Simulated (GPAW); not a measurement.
# Anisotropy of free-standing triangular Ni monolayer, spacing 2.976 A

One collinear state of free-standing triangular Ni monolayer, spacing 2.976 A is converged, and its anisotropy computed from it.

Program: GPAW 26.7.0. Level of theory: RPBE; plane waves with GPAW's PAW setups, scalar-relativistic. Results are calculated unless marked as measured.

### 1. Set-up

The cell holds 1 atom: 1 Ni. Cell: a = 2.976 Å, b = 2.976 Å, c = 14.000 Å, α = 90.0°, β = 90.0°, γ = 120.0°. model lattice. Vacuum lies along c.

### 2. Self-consistent state

All later steps read the density of this run.

The input, order1.py:

```python
import json
import numpy as np
from ase import Atoms
from ase.parallel import paropen, parprint
from gpaw import GPAW

atoms = Atoms(['Ni'],
    cell=[[2.976, 0.0, 0.0],
         [-1.488, 2.577292, 0.0],
         [0.0, 0.0, 14.0]],
    scaled_positions=[[0.0, 0.0, 0.5]],
    pbc=True,
    magmoms=[1.0])
atoms.calc = GPAW(mode={'name': 'pw', 'ecut': 440.0},
    xc='RPBE',
    kpts={'size': (10, 10, 1), 'gamma': True},
    occupations={'name': 'fermi-dirac', 'width': 0.05},
    convergence={'density': 1e-05, 'energy': 1e-05},
    maxiter=200,
    symmetry={'tolerance': 1e-4},
    txt='order1.txt')
e = atoms.get_potential_energy(force_consistent=True)
res = {'free_energy': e, 'energy_sigma0': atoms.get_potential_energy(), 'fermi_energy': atoms.calc.get_fermi_level()}
res['moments'] = atoms.get_magnetic_moments().tolist()
res['total'] = atoms.get_magnetic_moment()
parprint('site moments (muB):', np.round(res['moments'], 3))
parprint(f"total moment: {res['total']:.3f} muB")
parprint(f'free energy: {e:.6f} eV')
atoms.calc.write('order1.gpw')
with paropen('results.json', 'w') as f:
    json.dump(res, f)
```

Started as:

```console
> OMP_NUM_THREADS=1 python3 order1.py > order1.log
```

Numbers of over 12 decimals in the logs are rounded to 6 here.

Log:

```text
site moments (muB): [1.11]
total moment: 1.083 muB
free energy: -4.671177 eV

--- order1.txt ---
Input parameters:
  mode=PW(ecut=440.0),
  convergence={'density': 1e-05, 'energy': 1e-05},
  kpts=MonkhorstPack(size=(10, 10, 1), gamma=True),
  maxiter=200,
  occupations=Occupations(name='fermi-dirac', width=0.05),
  symmetry=Symmetry(tolerance=0.0001),
  xc=XC(name='RPBE')

Diagonalizing LCAO Hamiltonian
Converting LCAO to pw mode

       Ni

Atoms  # Å, Bohr magnetons
|   | symbol |        x |        y |        z |    initial magnetic moments |
|---|--------|----------|----------|----------|-----------------------------|
| 0 |     Ni | 0.000000 | 0.000000 | 7.000000 | ( 0.0000,  0.0000,  1.0000) |

Unit cell  # Å
| periodic |         x |        y |         z |   lengths |     angles |
|----------|-----------|----------|-----------|-----------|------------|
|      yes |  2.976000 | 0.000000 |  0.000000 |  2.976000 |  90.000000 |
|      yes | -1.488000 | 2.577292 |  0.000000 |  2.976000 |  90.000000 |
|      yes |  0.000000 | 0.000000 | 14.000000 | 14.000000 | 119.999996 |

Number of symmetries: 24

BZ-sampling:
  Number of BZ points: 100
  Number of IBZ points: 14

  Monkhorst-Pack size: [10, 10, 1]
  Monkhorst-Pack shift: [0.05, 0.05, 0.0]

Plane wave coefficients: 2265
Cutoff: 440.000000 eV

Spin-components: 2 (collinear spins)
Bands:           12
Projectors:      6
Spin-degeneracy: 1
Datatype:        complex128

Parallelization:
  kpt:    1
  domain: 1
  band:   1

Density:
  Valence electrons: 16.0
  Components: 2
  Grid points: [15 15 70]
  Charge: 0.0  # |e|

Potential:
  Grid points: [15 15 70]

[... setups left out ...]
Reference energy: -41373.514253  # eV

eigensolver:
  PPCG
  Converge bands: occupied
  niter=2

density mixing:
  MSR1-Mixer
  Pratt-step length: 0.05
  Maximum mixing coefficient: 0.75
  Old densities: 10
  SVD Regularization: 0.005
  Good broyden scale: 1.0
  Trust region scale: 1.0
  Backstep threshold: 4.0
  History deletion threshold: 6.0
  Fourier metric: weight=20.0, sigma=0.015

occupation numbers:
  Fermi-Dirac:
    width: 0.0500  # eV

poisson solver:
  ecut: 3520.000000  # eV

xc functional:
  name: RPBE with 2 nearest neighbor stencil

convergence criteria:
- Maximum integral of absolute [dens]ity change: 1e-05 electrons / valence electron
- Maximum [total energy] change in last 3 cyles: 1e-05 eV / valence electron
- Maximum integral of absolute [eigenst]ate change: 4e-08 eV^2 / valence electron
maximum number of iterations: 200

SCF iterations
|iter     |      energy | eigst |  dens |  magmom |
|---------|-------------|-------|-------|---------|
|iter:   1|       0s |   -5.784117 | +0.10 |       |  +1.0010|
|iter:   2|       1s |   -5.122289 | -1.11 | -0.82 |  +0.9751|
|iter:   3|       1s |   -4.600175 | -1.11 | -1.02 |  +0.9632|
|iter:   4|       2s |   -4.601193 | -2.36 | -1.60 |  +0.9733|
|iter:   5|       3s |   -4.614221 | -2.43 | -1.69 |  +1.0103|
|iter:   6|       3s |   -4.628265 | -2.87 | -2.05 |  +1.0444|
|iter:   7|       4s |   -4.647181 | -2.97 | -2.08 |  +1.0654|
|iter:   8|       5s |   -4.654899 | -3.19 | -2.17 |  +1.0789|
|iter:   9|       5s |   -4.654185 | -3.61 | -2.32 |  +1.0819|
|iter:  10|       6s |   -4.654919 | -4.02 | -2.85 |  +1.0834|
|iter:  11|       7s |   -4.655087 | -4.72 | -3.60 |  +1.0834|
|iter:  12|       7s |   -4.655150 | -5.30 | -3.70 |  +1.0829|
|iter:  13|       8s |   -4.655151c| -5.95 | -4.05 |  +1.0828|
|iter:  14|       9s |   -4.655144c| -6.45 | -4.59 |  +1.0829|
|iter:  15|       9s |   -4.655147c| -6.98 | -5.17c|  +1.0829|
|iter:  16|      10s |   -4.655146c| -7.34 | -5.92c|  +1.0829|
|iter:  17|      10s |   -4.655146c| -7.68c| -6.37c|  +1.0829|

Converged in 17 steps
Energy contributions relative to reference atoms: (reference = -41373.514253)

Energy contributions:
  Kinetic:           4.655650
  Coulomb:          -3.485053
  Zero:              0.132060
  External:          0.000000
  Xc:               -5.941772
  Entropy:          -0.032061
  Spinorbit:         0.000000
  ----------------------------
  Free energy:      -4.671177
  Extrapolated:     -4.655146

dipole moment: (-2.969384, -5.143124, 0.000001)  # |e|*Ang

Total magnetic moment: (0.000000, 0.000000, 1.082867)

Local magnetic moments
|        x |        y |        z |
|----------|----------|----------|
| 0.000000 | 0.000000 | 1.109501 |  # Ni   0

Fermi level: -3.418
Eigenvalues  # (at kpt = [0.000, 0.000, 0.000])
| band index |      eig [eV] | occ [0-1] |      eig [eV] | occ [0-1] |
|------------|---------------|-----------|---------------|-----------|
|          0 |       -67.079 |     1.000 |       -65.814 |     1.000 |
|          1 |       -67.079 |     1.000 |       -65.814 |     1.000 |
|          2 |       -67.007 |     1.000 |       -65.711 |     1.000 |
|          3 |        -7.284 |     1.000 |        -7.198 |     1.000 |
|          4 |        -4.978 |     1.000 |        -4.166 |     1.000 |
|          5 |        -4.978 |     1.000 |        -3.971 |     1.000 |
|          6 |        -4.726 |     1.000 |        -3.970 |     1.000 |
|          7 |        -4.726 |     1.000 |        -3.195 |     0.011 |
|          8 |        -4.705 |     1.000 |        -3.195 |     0.011 |
|          9 |        -1.747 |     0.000 |        -1.759 |     0.000 |
|         10 |         1.034 |     0.000 |         1.008 |     0.000 |
|         11 |         2.175 |     0.000 |         2.122 |     0.000 |

No gap
No difference between direct/indirect transitions
```

It took 13 s on 1 MPI rank of AMD EPYC 9R14 (Zen 4), shared host; peak memory 0.18 GiB.

This step gave:

- magnetization: 1.083 μB
- final state: ferromagnetic
- largest moment: 1.109 μB

After 17 cycles the largest moment stands at 1.11 μB.

### 3. States for the response

The steps that follow sum over empty states, which the ground-state run does not converge; 12 states a spin are converged here at the frozen density and written with their wave functions.

It starts from the saved density of the lowest of the states tried.

The input, nscf.py:

```python
from gpaw import GPAW

calc = GPAW('order1.gpw').fixed_density(
    kpts={'size': (16, 16, 1), 'gamma': True},
    nbands=16,
    convergence={'bands': 12, 'eigenstates': 1e-9},
    eigensolver='ppcg',
    parallel={'domain': 1},
    txt='nscf.txt')
calc.write('nscf.gpw', mode='all')
```

Started as:

```console
> OMP_NUM_THREADS=1 python3 nscf.py > nscf.log
```

Log:

```text
Input parameters:
  mode=PW(ecut=440.0),
  convergence={'bands': 12, 'eigenstates': 1e-09},
  eigensolver=PPCG(niter=2, min_niter=1, max_buffer_mem=209715200, blocksize=None, rr_modulo=5, include_cg=True, promote_inner_dtype=False, tolerances=None),
  gpts=array([15, 15, 70]),
  kpts=MonkhorstPack(size=(16, 16, 1), gamma=True),
  maxiter=200,
  nbands=16,
  occupations=Occupations(name='fermi-dirac', width=0.05),
  parallel={'domain': 1},
  symmetry=Symmetry(tolerance=0.0001),
  xc=XC(name='RPBE')
```

The job ended after 22 s (1 MPI rank; peak memory 0.21 GiB).

### 4. Magnetocrystalline anisotropy

Spin–orbit coupling is added in the basis of the saved states for each direction of the moments. The change in the band energy is the anisotropy energy, with no new self-consistent run.

The input, anisotropy.py:

```python
import json
import numpy as np
from ase.parallel import paropen, parprint
from gpaw import GPAW
from gpaw.spinorbit import soc_eigenstates

calc = GPAW('nscf.gpw')
angles = [[0.0, 0.0], [90.0, 0.0], [90.0, 90.0], [45.0, 0.0]]  # theta, phi in degrees
res = {'rows': []}
for scale in [1.0]:
    e0 = None
    for theta, phi in angles:
        soc = soc_eigenstates(calc, n2=12, scale=scale, theta=theta, phi=phi)
        e = soc.calculate_band_energy()
        e0 = e if e0 is None else e0
        orbital = soc.get_orbital_magnetic_moments()
        res['rows'].append([scale, theta, phi, 1000 * (e - e0), orbital.tolist()])
        parprint(f'scale {scale} theta {theta:6.1f} phi {phi:6.1f}  dE = {1000 * (e - e0):9.4f} meV  |L| =', np.round(np.linalg.norm(orbital, axis=1), 4))
with paropen('results.json', 'w') as f:
    json.dump(res, f)
```

Started as:

```console
> OMP_NUM_THREADS=1 python3 anisotropy.py > anisotropy.log
```

Log:

```text
scale 1.0 theta    0.0 phi    0.0  dE =    0.0000 meV  |L| = [0.2064]
scale 1.0 theta   90.0 phi    0.0  dE =   -1.4172 meV  |L| = [0.2828]
scale 1.0 theta   90.0 phi   90.0  dE =   -1.4171 meV  |L| = [0.2828]
scale 1.0 theta   45.0 phi    0.0  dE =   -0.7016 meV  |L| = [0.2472]
```

Run time: 3.3 s. Hardware: 1 MPI rank; peak memory 0.15 GiB.

Directions, in the order of the table: the normal; the first cell vector; the in-plane normal to it; 0.50 of the way from the normal to the first cell vector.

Theta from the Cartesian z axis, phi from x; spin up lies along the direction. Anisotropy, by row:

```tsv
spin-orbit scale	theta (degrees)	phi (degrees)	band energy less the first direction's (meV a cell)	orbital moment of atom 1 along the direction (μB)	sum of orbital moments along the direction (μB a cell)
1	0	0	0	0.2064	0.2064
1	90	0	-1.417	0.2828	0.2828
1	90	90	-1.417	0.2828	0.2828
1	45	0	-0.7016	0.2442	0.2442
```

### 5. What came out

| Property | Result |
| --- | --- |
| state | ferromagnetic |
| largest site moment | 1.11 μB |
| spread of the directions' energies | 1.42 meV a cell |
| easiest direction tried | the plane normal to the layer's normal |

**Reading.** About the ferromagnetic state the directions differ by 1.42 meV a cell, with the plane normal to the layer's normal easiest. The anisotropy comes from the force theorem at a frozen potential; it needs a check on a finer mesh, and shape anisotropy is not in it.

[Logs and program files are shortened in this print: banners, set-up blocks, solver, clock and traceback lines can be left out without a mark of their own.]

[Logs are printed without paths, hosts, clocks, repeated set-up lines and the standing remarks that a program may print on its own settings, such as how far it seeks lower states.]

[Hosts, paths, dates, database ids (printed as entryN), source tags and the programs' standing remarks are cut or masked in the printed files.]

[Where a cell is said to come from a database of computed structures, the database is the Materials Project.]
